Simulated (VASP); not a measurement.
# Na in VASP: reference runs

Reference runs on Na: the cell as given.

Program: VASP 6.6.1. These are calculated values, not measurements. Logs are shortened: lines on timing, memory, paths and dates and some standing lists are left out, and cuts for length are marked.

**1. The cell of the first run**

The cell holds a slab with vacuum, 9 atoms: a = 3.700 Å, b = 3.700 Å, c = 40.075 Å, α = 90.00°, β = 90.00°, γ = 120.00°.

The slab is cut from a database's or a generator's crystal, which needn't be the stable form of the element.

**2. Single point, PBE (the (0 0 1) slab of Na, cut from the database cell, not relaxed)**

The input, INCAR:

```
SYSTEM = Na
ALGO = Normal
DIPOL = 0.5 0.5 0.500
EDIFF = 1E-7
ENCUT = 520
GGA = PE
IDIPOL = 3
ISIF = 2
ISMEAR = -1
LASPH = .TRUE.
LCHARG = .FALSE.
LDIPOL = .TRUE.
LREAL = .FALSE.
LWAVE = .FALSE.
NBANDS = 42
NELM = 100
PREC = Accurate
SIGMA = 0.05
```

The input, KPOINTS:

```
k-points
0
G
  8 8 1
  0 0 0
```

The input, POSCAR:

```
Na
1.0
    3.7003831212      0.0000000000      0.0000000000
   -1.8501915606      3.2046257867      0.0000000000
    0.0000000000      0.0000000000     40.0746430800
Na
9
Direct
    0.3333333300      0.6666666600      0.1871507623
    0.0000000000      0.0000000000      0.2653630717
    0.6666666700      0.3333333400      0.3435753811
    0.0000000000      0.0000000000      0.4217876906
    0.3333333300      0.6666666600      0.5000000000
    0.0000000000      0.0000000000      0.5782123094
    0.6666666700      0.3333333400      0.6564246189
    0.0000000000      0.0000000000      0.7346369283
    0.3333333300      0.6666666600      0.8128492377
```

Potentials or basis: VASP PAW PBE potentials, release 64 (Na_pv).

Command:

```
$ cat potpaw_PBE.64/Na_pv/POTCAR > POTCAR
$ mpirun -np 1 vasp_std > vasp.out
```

OUTCAR:

```text
SYSTEM = Na
   EDIFF = 1E-7
   ENCUT = 520
   GGA = PE
   ISIF = 2
   ISMEAR = -1
   LASPH = .TRUE.
   LREAL = .FALSE.
   NELM = 100
   PREC = Accurate

 ion  position               nearest neighbor table
   1  0.333  0.667  0.187-
   2  0.000  0.000  0.265-
   3  0.667  0.333  0.344-
   4  0.000  0.000  0.422-
   5  0.333  0.667  0.500-
   6  0.000  0.000  0.578-
   7  0.667  0.333  0.656-
   8  0.000  0.000  0.735-
   9  0.333  0.667  0.813-

  LATTYP: Found a hexagonal cell.
 ALAT       =     3.7003831212
 C/A-ratio  =    10.8298632243

  Lattice vectors:

 A1 = (   3.7003831212,   0.0000000000,   0.0000000000)
 A2 = (  -1.8501915606,   3.2046257867,   0.0000000000)
 A3 = (   0.0000000000,   0.0000000000,  40.0746430800)

Analysis of symmetry for initial positions (statically):
=====================================================================
 Subroutine PRICEL returns:
 Original cell was already a primitive cell.

 Routine SETGRP: Setting up the symmetry group for a
 hexagonal supercell.

 Subroutine GETGRP returns: Found 12 space group operations
 (whereof 12 operations were pure point group operations)
 out of a pool of 24 trial point group operations.

The static configuration has the point symmetry D_3h.

Analysis of symmetry for dynamics (positions and initial velocities):
=====================================================================
 Subroutine PRICEL returns:
 Original cell was already a primitive cell.

 Routine SETGRP: Setting up the symmetry group for a
 hexagonal supercell.

 Subroutine GETGRP returns: Found 12 space group operations
 (whereof 12 operations were pure point group operations)
 out of a pool of 24 trial point group operations.

The dynamic configuration has the point symmetry D_3h.

 Subroutine INISYM returns: Found 12 space group operations
 (whereof 12 operations are pure point group operations),
 and found     1 'primitive' translations

----------------------------------------------------------------------------------------

[... 95 lines left out ...]
   IBRION =     -1    ionic relax: 0-MD 1-quasi-New 2-CG
   NFREE  =      0    steps in history (QN), initial steepest desc. (CG)
   ISIF   =      2    stress and relaxation
   ISYM   =      2    0-nonsym 1-usesym 2-fastsym
   POTIM  = 0.5000    time-step for ionic-motion
   TEBEG  =    0.0;   TEEND  =   0.0 temperature during run
   PSTRESS=    0.0 pullay stress
   NELECT =      63.0000    total number of electrons
   NUPDOWN=      -1.0000    fix difference up-down
   EMIN   =  10.00;   EMAX   =-10.00  energy-range for DOS
   EFERMI =   0.00;   METHOD = LEGACY
   ISMEAR =    -1;   SIGMA  =   0.05  broadening in eV -4-tet -1-fermi 0-gaus
   EFERMI_NEDOS =   21; number of points for ismear=-14 and -15
   IALGO  =     38    algorithm
   IMIX   =      4    mixing-type and parameters
     AMIX     =   0.40;   BMIX     =  1.00
     AMIX_MAG =   1.60;   BMIX_MAG =  1.00
  volume/ion in A,a.u.               =      52.80       356.33
  Fermi-wavevector in a.u.,A,eV,Ry     =   0.834751  1.577451  9.480673  0.696810
  Thomas-Fermi vector in A             =   1.948195
   LORBIT       =      0    0 simple, 1 ext, 2 COOP (PROOUT), +10 PAW based schemes
   GGA     = PE    functional components
   LHFCALC =     F    Hartree Fock is set to
   AEXX    =    0.0000 exact exchange contribution
   IVDW    =     0    specifies the selected vdW correction
   LEPSILON=     F    determine dielectric tensor
   LRPA    =     F    only Hartree local field effects (RPA)
 non-spin polarized calculation
  energy-cutoff  :      520.00
  volume of cell :      475.22
 maximum number of plane-waves:     12842
 NGX is ok and might be reduce to    28
   NGX = 13   NGY = 13   NGZ =149

 number of electron      63.0000003 magnetization

 dipolmoment           0.000000      0.000000     -0.000000 electrons x Angstroem

 Free energy of the ion-electron system (eV)
  ---------------------------------------------------
  ext. energy  EPLUGINS =         0.00000000
  ---------------------------------------------------
  free energy    TOTEN  =       -11.47148673 eV

  energy without entropy =      -11.43630394  energy(sigma->0) =      -11.45389533

 E-fermi :  -0.5981     XC(G=0):  -4.9276

 val. band max:       -0.6048501423   @ k =   0.1250   0.1250   0.0000
 cond. band min:      -0.5153375708   @ k =   0.3750   0.1250   0.0000
 fundamental gap:      0.0895125715
 Fermi energy:        -0.5980990031

 k-point     1 :       0.0000    0.0000    0.0000
  band No.  band energies     occupation
      1     -25.7154      2.00000
      2     -25.7154      2.00000
      3     -25.6839      2.00000
      4     -25.6839      2.00000
      5     -25.6839      2.00000
      6     -25.6839      2.00000
[... 439 lines left out ...]
     41       2.2151      0.00000
     42       2.2682      0.00000

------------------------ aborting loop because EDIFF is reached ----------------------------------------

 vacuum level on the upper side and lower side of the slab       (xc-potential included)        -0.201        -0.201

  FORCE on cell =-STRESS in cart. coord.  units (eV):
  Direction    XX          YY          ZZ          XY          YZ          ZX
  --------------------------------------------------------------------------------------
  -------------------------------------------------------------------------------------
  Total        0.4619941      0.4619941     -1.2325774      0.0000000      0.0000000      0.0000000
  in kB        1.5575906      1.5575906     -4.1555750      0.0000000      0.0000000      0.0000000
  external PRESSURE =      -0.3467979 kB  Pullay stress =       0.0000000 kB

 VOLUME and BASIS-vectors are now :
 -----------------------------------------------------------------------------
  energy-cutoff  :      520.00
  volume of cell :      475.22
      direct lattice vectors                 reciprocal lattice vectors
     3.700383121  0.000000000  0.000000000     0.270242288  0.156024458  0.000000000
    -1.850191561  3.204625787  0.000000000     0.000000000  0.312048915  0.000000000
     0.000000000  0.000000000 40.074643080     0.000000000  0.000000000  0.024953435

 POSITION                                       TOTAL-FORCE (eV/Angst)
 -----------------------------------------------------------------------------------
      0.00000      2.13642      7.50000        -0.000000      0.000000      0.042226
      0.00000      0.00000     10.63433         0.000000     -0.000000      0.024306
      1.85019      1.06821     13.76866        -0.000000     -0.000000     -0.024719
      0.00000      0.00000     16.90299         0.000000      0.000000      0.005115
      0.00000      2.13642     20.03732         0.000000      0.000000      0.000000
      0.00000      0.00000     23.17165         0.000000      0.000000     -0.005115
      1.85019      1.06821     26.30598         0.000000     -0.000000      0.024719
      0.00000      0.00000     29.44031         0.000000      0.000000     -0.024306
      0.00000      2.13642     32.57464        -0.000000      0.000000     -0.042226
 -----------------------------------------------------------------------------------
    total drift:                                0.000001      0.000004     -0.000000

  FREE ENERGIE OF THE ION-ELECTRON SYSTEM (eV)
  ---------------------------------------------------
  free  energy   TOTEN  =       -11.4714867261 eV

  energy  without entropy=      -11.4363039418  energy(sigma->0) =      -11.45389533

 vacuum level on the upper side and lower side of the slab         2.081         2.081
```

OSZICAR:

```text
N       E                     dE             d eps       ncg     rms          rms(c)
DAV:   1     0.468397407242E+03    0.46840E+03   -0.32938E+04  1160   0.131E+03
DAV:   2     0.142812228188E+02   -0.45412E+03   -0.44276E+03   874   0.368E+02
DAV:   3    -0.110641582220E+02   -0.25345E+02   -0.24959E+02   968   0.114E+02
[... 14 lines left out ...]
DAV:  18    -0.114714686437E+02   -0.34115E-04   -0.38598E-06   632   0.936E-03    0.633E-04
DAV:  19    -0.114714812545E+02   -0.12611E-04   -0.69204E-07   640   0.358E-03    0.364E-04
DAV:  20    -0.114714853357E+02   -0.40812E-05   -0.19796E-07   618   0.110E-03    0.204E-04
DAV:  21    -0.114714866587E+02   -0.13230E-05   -0.14262E-07   622   0.983E-04    0.468E-05
DAV:  22    -0.114714867261E+02   -0.67425E-07   -0.59907E-09   546   0.361E-04
   1 F= -.11471487E+02 E0= -.11453895E+02  d E =-.351828E-01
```

stdout:

```text
POSCAR found type information on POSCAR Na
 POSCAR found :  1 types and       9 ions
 scaLAPACK will be used
 LDA part: xc-table for (Slater+PW92), standard interpolation
 POSCAR, INCAR and KPOINTS ok, starting setup
 FFT: planning ... GRIDC
 FFT: planning ... GRID_SOFT
 FFT: planning ... GRID
 WAVECAR not read
 entering main loop
```

It took 3.4 min on 1 thread of Intel Xeon Platinum 8488C (Sapphire Rapids), shared host; peak memory 0.56 GiB.

Results:

| Property | Result |
| --- | --- |
| Free energy | -11.4715 eV |
| Largest force | 0.042 eV/Å |
| Band gap on the k mesh | none (metal or under the smearing width) |

Forces on the atoms (eV/Å):
```
Na   0.000  0.000  0.042
Na   0.000  0.000  0.024
Na   0.000  0.000 -0.025
Na   0.000  0.000  0.005
Na   0.000  0.000  0.000
Na   0.000  0.000 -0.005
Na   0.000  0.000  0.025
Na   0.000  0.000 -0.024
Na   0.000  0.000 -0.042
```
